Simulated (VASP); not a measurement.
## Cs2AgBiBr6: relaxation of cell and atoms with LDA

Cs2AgBiBr6:

```xyz
10
Lattice="0.0000 5.6161 5.6161 5.6161 0.0000 5.6161 5.6161 5.6161 0.0000" Properties=species:S:1:pos:R:3 pbc="T T T"
Cs    2.8081    2.8081    2.8081
Cs    8.4242    8.4242    8.4242
Ag    5.6161    5.6161    5.6161
Bi    0.0000    0.0000    0.0000
Br    5.6161    2.8142    5.6161
Br    8.4180    5.6161    5.6161
Br    5.6161    8.4180    5.6161
Br    2.8142    5.6161    5.6161
Br    5.6161    5.6161    2.8142
Br    5.6161    5.6161    8.4180
```

```json
{
 "Program": "VASP 6.6.1",
 "Task": "relaxation of cell and atoms",
 "Functional": "LDA",
 "Potentials or basis": "VASP PAW LDA potentials, release 64 (Cs_sv, Ag, Bi_d, Br)",
 "Cutoff": "600 eV",
 "k mesh": "4 × 4 × 4",
 "Occupations": "gaussian, width 0.03 eV",
 "Spin": "no spin polarisation",
 "Further INCAR settings": "ALGO = Normal; EDIFF = 1e-06; IBRION = 2; EDIFFG = -0.01; NSW = 90; ISIF = 3"
}
```

```
Relaxed volume                         : 33.35 Å³/atom
Relaxed cell                           : a = 7.784 Å, b = 7.784 Å, c = 7.784 Å, α = 60.00°, β = 60.00°, γ = 60.00°
Space group after relaxing (to 0.05 Å) : Fm-3m (No. 225)
Energy gained by relaxing              : 16.1 meV/atom
Ionic steps                            : 6
Pressure after relaxing                : 0.0 GPa
Largest force after relaxing           : 0.004 eV/Å
Band gap on the k mesh                 : 0.95 eV, indirect (least direct gap 2.28 eV)
```

Forces on the atoms (eV/Å):
```
Cs   0.000  0.000  0.000
Cs   0.000  0.000  0.000
Ag   0.000  0.000  0.000
Bi   0.000  0.000  0.000
Br   0.000  0.004  0.000
Br  -0.004  0.000  0.000
Br   0.000 -0.004  0.000
Br   0.004  0.000  0.000
Br   0.000  0.000  0.004
Br   0.000  0.000 -0.004
```

Step by step:
```csv
step,energy change (eV),largest force (eV/Å),pressure (GPa),volume (Å³)
1,0.0000,0.3404,-1.39,354.27
2,-0.1161,0.3459,-0.25,338.72
3,-0.1290,0.3363,0.38,331.84
4,-0.1579,0.0980,0.20,331.84
5,-0.1607,0.0015,0.14,331.85
6,-0.1612,0.0038,-0.03,333.48
```

Final structure:
```cif
data_structure
_symmetry_space_group_name_H-M 'P 1'
_symmetry_Int_Tables_number 1
_cell_length_a 7.7839
_cell_length_b 7.7839
_cell_length_c 7.7839
_cell_angle_alpha 60.000
_cell_angle_beta 60.000
_cell_angle_gamma 60.000
_cell_volume 333.48
loop_
_atom_site_label
_atom_site_type_symbol
_atom_site_fract_x
_atom_site_fract_y
_atom_site_fract_z
_atom_site_occupancy
Cs1 Cs 0.25000 0.25000 0.25000 1
Cs2 Cs 0.75000 0.75000 0.75000 1
Ag1 Ag 0.50000 0.50000 0.50000 1
Bi1 Bi 0.00000 0.00000 0.00000 1
Br1 Br 0.25543 0.74457 0.25543 1
Br2 Br 0.25543 0.74457 0.74457 1
Br3 Br 0.74457 0.25543 0.74457 1
Br4 Br 0.74457 0.25543 0.25543 1
Br5 Br 0.25543 0.25543 0.74457 1
Br6 Br 0.74457 0.74457 0.25543 1
```

Levels at points of the mesh, in eV from the valence-band top:
```
           k point  band 40  band 41  band 42  band 43  band 44  band 45  band 46  band 47
(0.00, 0.00, 0.00)    -1.41    -1.41    -0.69    -0.69     1.88     1.88     1.88     3.19
(0.50, 0.00, 0.00)    -1.77    -1.70    -1.40    -1.40     0.95     3.51     3.51     4.57
(0.50, 0.50, 0.00)    -1.83    -1.43    -0.70     0.00     2.46     2.46     2.87     4.57
```

Wall time 4.1 min on 2 MPI ranks on Intel(R) Xeon(R) 6975P-C (Granite Rapids) (shared host), peak memory 0.58 GiB a rank.

Caveat: spin-orbit coupling is left out, which as a rule narrows the gap of such compounds by several tenths of an eV. Zero-point motion and thermal expansion aren't in these numbers.
